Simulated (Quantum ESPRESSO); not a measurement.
# Ti (P6/mmm) in Quantum ESPRESSO: further runs, part 2 of 2

Quantum ESPRESSO 7.5.

## 3. Single point, LDA, 16.00 Å³/atom

pw.in

```
&CONTROL
  calculation = 'scf'
  prefix = 'pwscf'
  outdir = './tmp'
  pseudo_dir = './pseudo'
  tprnfor = .true.
  tstress = .true.
  disk_io = 'nowf'
/
&SYSTEM
  ibrav = 0
  nat = 3
  ntyp = 1
  ecutwfc = 45
  ecutrho = 360
  nbnd = 26
  occupations = 'smearing'
  smearing = 'fd'
  degauss = 0.00367493
/
&ELECTRONS
  conv_thr = 6d-10
  electron_maxstep = 120
  mixing_beta = 0.5
/
ATOMIC_SPECIES
Ti    47.8670 ti_lda_v1.4.uspp.F.UPF
CELL_PARAMETERS angstrom
   4.4741369374    0.0000000000    0.0000000000
  -2.2370684687    3.8747162478    0.0000000000
   0.0000000000    0.0000000000    2.7685496267
ATOMIC_POSITIONS crystal
Ti     0.6666666667    0.3333333333    0.5000000000
Ti     0.3333333333    0.6666666667    0.5000000000
Ti     0.0000000000    0.0000000000    0.0000000000
K_POINTS automatic
7 7 9 0 0 0
```

Potentials or basis: GBRV 1.5 LDA.

Started as:

```console
$ OMP_NUM_THREADS=1 mpirun -n 2 pw.x -nk 2 -in pw.in > pw.out
```

It took 24 s on 2 MPI ranks of Arm Neoverse V1, shared host; peak memory 0.24 GiB.

It converged, with:

* Free energy: -4867.0963 eV
* Pressure: -1.1 GPa
* Band gap on the k mesh: none (metal or under the smearing width)

## 4. Single point, LDA, 16.34 Å³/atom

pw.in: that of step 3 with these lines changed.

```diff
@@ -28,5 +28,5 @@
 CELL_PARAMETERS angstrom
-   4.4741369374    0.0000000000    0.0000000000
-  -2.2370684687    3.8747162478    0.0000000000
-   0.0000000000    0.0000000000    2.7685496267
+   4.5056459821    0.0000000000    0.0000000000
+  -2.2528229910    3.9020038809    0.0000000000
+   0.0000000000    0.0000000000    2.7880470975
 ATOMIC_POSITIONS crystal
```

Started as:

```console
$ OMP_NUM_THREADS=1 mpirun -n 2 pw.x -nk 2 -in pw.in > pw.out
```

It took 24 s on 2 MPI ranks of Arm Neoverse V1, shared host; peak memory 0.26 GiB.

Results (log left out):

| Quantity | Value |
| --- | --- |
| Free energy | -4867.0814 eV |
| Pressure | -3.6 GPa |
| Band gap on the k mesh | none (metal or under the smearing width) |

## 5. Single point, LDA, 16.68 Å³/atom

pw.in: that of step 4 with these lines changed.

```diff
@@ -28,5 +28,5 @@
 CELL_PARAMETERS angstrom
-   4.5056459821    0.0000000000    0.0000000000
-  -2.2528229910    3.9020038809    0.0000000000
-   0.0000000000    0.0000000000    2.7880470975
+   4.5367203846    0.0000000000    0.0000000000
+  -2.2683601923    3.9289151029    0.0000000000
+   0.0000000000    0.0000000000    2.8072756161
 ATOMIC_POSITIONS crystal
```

Started as:

```console
$ OMP_NUM_THREADS=1 mpirun -n 2 pw.x -nk 2 -in pw.in > pw.out
```

It took 24 s on 2 MPI ranks of Arm Neoverse V1, shared host; peak memory 0.26 GiB.

It converged, with:

| Quantity | Value |
| --- | --- |
| Free energy | -4867.0510 eV |
| Pressure | -5.9 GPa |
| Band gap on the k mesh | none (metal or under the smearing width) |

## 6. Single point, LDA, 17.02 Å³/atom

pw.in: that of step 5 with these lines changed.

```diff
@@ -28,5 +28,5 @@
 CELL_PARAMETERS angstrom
-   4.5367203846    0.0000000000    0.0000000000
-  -2.2683601923    3.9289151029    0.0000000000
-   0.0000000000    0.0000000000    2.8072756161
+   4.5673748306    0.0000000000    0.0000000000
+  -2.2836874153    3.9554626319    0.0000000000
+   0.0000000000    0.0000000000    2.8262442700
 ATOMIC_POSITIONS crystal
```

Potentials or basis: GBRV 1.5 LDA.

Started as:

```console
$ OMP_NUM_THREADS=1 mpirun -n 2 pw.x -nk 2 -in pw.in > pw.out
```

Wall time 23 s (2 MPI ranks of Arm Neoverse V1, shared host); peak memory 0.26 GiB.

The run converged. Its results:

| Item | Value |
| --- | --- |
| Free energy | -4867.0068 eV |
| Pressure | -8.0 GPa |
| Band gap on the k mesh | none (metal or under the smearing width) |

## 7. Single point, LDA, 17.36 Å³/atom

pw.in: that of step 6 with these lines changed.

```diff
@@ -28,5 +28,5 @@
 CELL_PARAMETERS angstrom
-   4.5673748306    0.0000000000    0.0000000000
-  -2.2836874153    3.9554626319    0.0000000000
-   0.0000000000    0.0000000000    2.8262442700
+   4.5976232276    0.0000000000    0.0000000000
+  -2.2988116138    3.9816585121    0.0000000000
+   0.0000000000    0.0000000000    2.8449616649
 ATOMIC_POSITIONS crystal
```

Started as:

```console
$ OMP_NUM_THREADS=1 mpirun -n 2 pw.x -nk 2 -in pw.in > pw.out
```

It took 24 s on 2 MPI ranks of Arm Neoverse V1, shared host; peak memory 0.26 GiB.

Results (log left out):

```yaml
Free_energy: -4866.9500 eV
Pressure: -9.9 GPa
Band_gap_on_the_k_mesh: none (metal or under the smearing width)
```

## 8. Single point, LDA, 17.70 Å³/atom

pw.in: that of step 7 with these lines changed.

```diff
@@ -28,5 +28,5 @@
 CELL_PARAMETERS angstrom
-   4.5976232276    0.0000000000    0.0000000000
-  -2.2988116138    3.9816585121    0.0000000000
-   0.0000000000    0.0000000000    2.8449616649
+   4.6274787604    0.0000000000    0.0000000000
+  -2.3137393802    4.0075141620    0.0000000000
+   0.0000000000    0.0000000000    2.8634359596
 ATOMIC_POSITIONS crystal
```

Started as:

```console
$ OMP_NUM_THREADS=1 mpirun -n 2 pw.x -nk 2 -in pw.in > pw.out
```

Run time: 25 s. Hardware: 2 MPI ranks of Arm Neoverse V1, shared host; peak memory 0.26 GiB.

Results (log left out):

```
Free energy            : -4866.8817 eV
Pressure               : -11.6 GPa
Band gap on the k mesh : none (metal or under the smearing width)
```

## 9. Single point, LDA, 18.04 Å³/atom

pw.in: that of step 8 with these lines changed.

```diff
@@ -28,5 +28,5 @@
 CELL_PARAMETERS angstrom
-   4.6274787604    0.0000000000    0.0000000000
-  -2.3137393802    4.0075141620    0.0000000000
-   0.0000000000    0.0000000000    2.8634359596
+   4.6569539421    0.0000000000    0.0000000000
+  -2.3284769710    4.0330404181    0.0000000000
+   0.0000000000    0.0000000000    2.8816748970
 ATOMIC_POSITIONS crystal
```

Potentials or basis: GBRV 1.5 LDA.

Started as:

```console
$ OMP_NUM_THREADS=1 mpirun -n 2 pw.x -nk 2 -in pw.in > pw.out
```

Run time: 23 s. Hardware: 2 MPI ranks of Arm Neoverse V1, shared host; peak memory 0.28 GiB.

Results (log left out):

* Free energy: -4866.8032 eV
* Pressure: -13.1 GPa
* Band gap on the k mesh: none (metal or under the smearing width)

## 10. Equation of state, LDA

No new run: the results of the series are fitted here.

What came out:

- Equilibrium volume: 15.87 Å³/atom (rough: see the caveat)
- Bulk modulus at fixed shape and positions: 130 GPa (rough)

Energy against volume, from the lowest point:
```tsv
volume (Å³/atom)	energy (meV/atom)
15.999	0.00
16.339	4.98
16.679	15.10
17.020	29.83
17.360	48.79
17.701	71.55
18.041	97.70
```

Caveat: the minimum lies outside the volumes run; the cell was scaled at fixed shape and fractional positions, which overstates the stiffness of a crystal with free parameters, most of all of layers and chains.

## 11. Single point, r2SCAN, 16.00 Å³/atom

pw.in

```
&CONTROL
  calculation = 'scf'
  prefix = 'pwscf'
  outdir = './tmp'
  pseudo_dir = './pseudo'
  tprnfor = .true.
  tstress = .true.
  disk_io = 'nowf'
/
&SYSTEM
  ibrav = 0
  nat = 3
  ntyp = 1
  ecutwfc = 70
  nbnd = 26
  input_dft = 'r2scan'
  occupations = 'smearing'
  smearing = 'fd'
  degauss = 0.00367493
  nosym = .true.
  nr1 = 48
  nr2 = 48
  nr3 = 36
/
&ELECTRONS
  conv_thr = 1d-08
  electron_maxstep = 120
  mixing_beta = 0.5
/
ATOMIC_SPECIES
Ti    47.8670 Ti_ONCV_PBE-1.2.upf
CELL_PARAMETERS angstrom
   4.4741369374    0.0000000000    0.0000000000
  -2.2370684687    3.8747162478    0.0000000000
   0.0000000000    0.0000000000    2.7685496267
ATOMIC_POSITIONS crystal
Ti     0.6666666667    0.3333333333    0.5000000000
Ti     0.3333333333    0.6666666667    0.5000000000
Ti     0.0000000000    0.0000000000    0.0000000000
K_POINTS automatic
5 5 6 0 0 0
```

Potentials or basis: SG15 PBE 1.2.

Started as:

```console
$ OMP_NUM_THREADS=1 mpirun -n 2 pw.x -nk 2 -in pw.in > pw.out
```

Wall time 5.1 min (2 MPI ranks of Arm Neoverse V1, shared host); peak memory 0.26 GiB.

The run converged. Its results:

```
Free energy            : -4710.2287 eV
Pressure               : 8.6 GPa
Band gap on the k mesh : none (metal or under the smearing width)
```

Caveat: the k mesh is coarse (spacing up to 0.38 Å⁻¹), so the values aren't converged; the potentials were made for another functional, which shifts forces and pressure.

## 12. The reference run

An earlier run on the cell as given: functional PBEsol; potentials or basis GBRV 1.5 PBEsol; cutoff 612 eV; density cutoff 4898 eV; k mesh 7 × 7 × 9; occupations fermi-dirac, width 0.05 eV; no spin polarisation.

* Pressure: -3.8 GPa
* Band gap on the k mesh: none (metal or under the smearing width)

## 13. The runs side by side

```csv
task,level,potentials or basis,form of the LDA correlation,gap on the mesh (eV),pressure (GPa)
band structure,PBEsol,GBRV 1.5 PBEsol,-,none,-3.8
equation of state,LDA,GBRV 1.5 LDA,PZ81,-,-
single point,PBEsol,GBRV 1.5 PBEsol,-,none,-3.8
```

Alike in all rows: no spin polarisation; cell as given; k mesh 7 × 7 × 9; cutoff (eV) 612; smearing fermi-dirac 0.05 eV.

Caveats: some levels on the path didn't converge (some runs); the minimum lies outside the volumes run (some runs); the cell was scaled at fixed shape and fractional positions, which overstates the stiffness of a crystal with free parameters, most of all of layers and chains (some runs).

Absolute energies hang on the potentials; compare differences alone.
